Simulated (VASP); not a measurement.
Wanted: the native input for a VASP 6.6.1 run.

```
Task                   : relaxation of cell and atoms
Functional             : PBE
Potentials or basis    : VASP PAW PBE potentials, release 64 (Sr_sv)
Cutoff                 : 600 eV
k mesh                 : 12 × 12 × 6
Occupations            : gaussian, width 0.1 eV
Spin                   : no spin polarisation
Dipole correction      : no
Further INCAR settings : ALGO = Fast; EDIFF = 1e-06; IBRION = 2; EDIFFG = -0.005; NSW = 100; ISIF = 3
```

The structure of Sr lies in POSCAR:

```
Sr
1.0
    4.3011985039      0.0000000000      0.0000000000
   -2.1505992519      3.7249471711      0.0000000000
    0.0000000000      0.0000000000      7.0445570100
Sr
2
Direct
    0.3333333300      0.6666666700      0.2500000000
    0.6666666700      0.3333333300      0.7500000000
```

This isn't the form of Sr at room conditions, which is fcc.

One way to write it, as run:

INCAR

```
SYSTEM = Sr
PREC     = Accurate       ! precision mode
ENCUT    = 600            ! plane-wave cutoff, eV
EDIFF    = 1E-6           ! SCF threshold, eV
ISMEAR   = 0              ! smearing method
SIGMA    = 0.1            ! smearing width, eV
LREAL    = .FALSE.        ! projectors in reciprocal space
LASPH    = .TRUE.         ! aspherical terms in the spheres
NELM     = 60             ! most SCF steps
ALGO     = Fast           ! electronic algorithm
ISIF     = 3              ! what is computed and relaxed
LWAVE    = .FALSE.        ! write WAVECAR
LCHARG   = .FALSE.        ! write CHGCAR
GGA      = PE             ! functional
IBRION   = 2              ! ionic algorithm
NSW      = 100            ! ionic steps
EDIFFG   = -0.005         ! ionic threshold
```

KPOINTS

```
Automatic mesh
0
G
  12 12 6
  0 0 0
```

Potentials or basis: VASP PAW PBE potentials, release 64 (Sr_sv).

Run with:

```sh
$ cat potpaw_PBE.64/Sr_sv/POTCAR > POTCAR
$ mpirun -np 1 vasp_std > vasp.out
```

Results of the run:

| Quantity | Value |
| --- | --- |
| Relaxed volume | 55.41 Å³/atom |
| Relaxed cell | a = 4.270 Å, b = 4.270 Å, c = 7.018 Å, α = 90.00°, β = 90.00°, γ = 120.00° |
| Space group after relaxing (to 0.05 Å) | P6_3/mmc (No. 194) |
| Energy gained by relaxing | 0.7 meV/atom |
| Ionic steps | 11 |
| Pressure after relaxing | 0.0 GPa |
| Band gap on the k mesh | none (metal or under the smearing width) |

Run time: 11 min on 1 thread of Intel(R) Xeon(R) Platinum 8259CL CPU @ 2.50GHz (Skylake/Cascade Lake), with other jobs on the host, peak memory 0.36 GiB.
